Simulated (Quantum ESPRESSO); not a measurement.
## PbS: Berry-phase polarisation with PBEsol

The system is PbS.

```
Pb S
1.0
     2.07995   -5.99130    0.00000
     2.07995    5.99130    0.00000
     0.00000    0.00000    4.27932
Pb S
2 2
Direct
  0.12853 0.88555 0.24045
  0.87189 0.14392 0.75364
  0.34260 0.64589 0.24265
  0.66543 0.35284 0.75718
```

The cell comes from a database or a generator and needn't be the stable form of this composition.

The cell isn't the ideal one: atoms moved at random, drawn with an rms of 0.1 Å.

```json
{
  "Program": "Quantum ESPRESSO 7.5",
  "Task": "Berry-phase polarisation",
  "Functional": "PBEsol",
  "Potentials or basis": "PseudoDojo 0.4.1 SR PBEsol standard",
  "Cutoff": "762 eV",
  "Density cutoff": "3048 eV",
  "k mesh": "4 × 4 × 4",
  "Occupations": "fermi-dirac, width 0.05 eV",
  "Spin": "no spin polarisation",
  "Mixing beta": "0.5",
  "Most SCF iterations": "120",
  "SCF threshold": "8e-10 Ry",
  "k points per string": "8 × 8 × 8"
}
```

The pressure is -0.5 GPa, the largest force is 1.458 eV/Å and the band gap on the k mesh is 1.01 eV, indirect (least direct gap 1.21 eV).

Forces on the atoms (eV/Å):
```
Pb   0.012 -0.275  0.041
Pb  -0.025 -1.204 -0.053
S    0.098  0.027  0.112
S   -0.086  1.452 -0.101
```

Stress tensor (GPa, compression positive):
```
-1.90 -0.17  0.08
-0.17  2.79 -0.23
 0.08 -0.23 -2.32
```

Levels at points of the mesh, in eV from the valence-band top:
```csv
k point,band 16,band 17,band 18,band 19,band 20,band 21,band 22,band 23,band 24,band 25
"(0.00, 0.00, 0.00)",-2.97,-2.46,-1.45,-1.31,-0.31,4.39,4.65,4.75,5.27,5.75
"(0.00, 0.00, -0.50)",-2.61,-1.30,-0.97,-0.51,0.00,1.88,1.94,2.71,2.99,5.21
"(0.00, -0.50, 0.00)",-1.87,-1.47,-1.10,-0.77,-0.23,1.75,1.96,2.24,3.28,3.33
"(0.00, -0.50, -0.50)",-4.34,-2.95,-2.90,-1.44,-1.34,3.15,3.55,4.58,5.06,6.82
"(-0.50, -0.50, 0.00)",-2.70,-2.01,-1.65,-1.15,-0.20,1.01,4.05,4.72,5.21,5.27
"(-0.50, -0.50, -0.50)",-1.39,-1.14,-1.00,-0.91,-0.37,1.79,1.98,3.11,3.40,3.47
"(0.50, 0.00, 0.00)",-1.95,-1.44,-1.15,-0.77,-0.19,1.81,1.98,2.37,3.21,3.44
"(0.50, 0.00, 0.50)",-4.34,-2.99,-2.92,-1.48,-1.34,3.31,3.55,4.64,5.04,6.83
```

Berry-phase polarisation along the lattice vectors (C/m²): -0.002, 0.098, -0.015; quanta: 1.905, 1.905, 1.286

Berry phases in units of 2π:
```csv
direction,ionic,electronic,their sum is defined modulo
a1,0.054,-0.056,2
a2,0.405,-0.302,2
a3,-0.084,0.061,2
```

Run time: 8.5 min on 1 thread of Arm Neoverse V1 (shared host), peak memory 0.16 GiB.

Caveat: spin-orbit coupling is left out, which as a rule narrows the gap of such compounds by several tenths of an eV. A k mesh can miss the band edges.
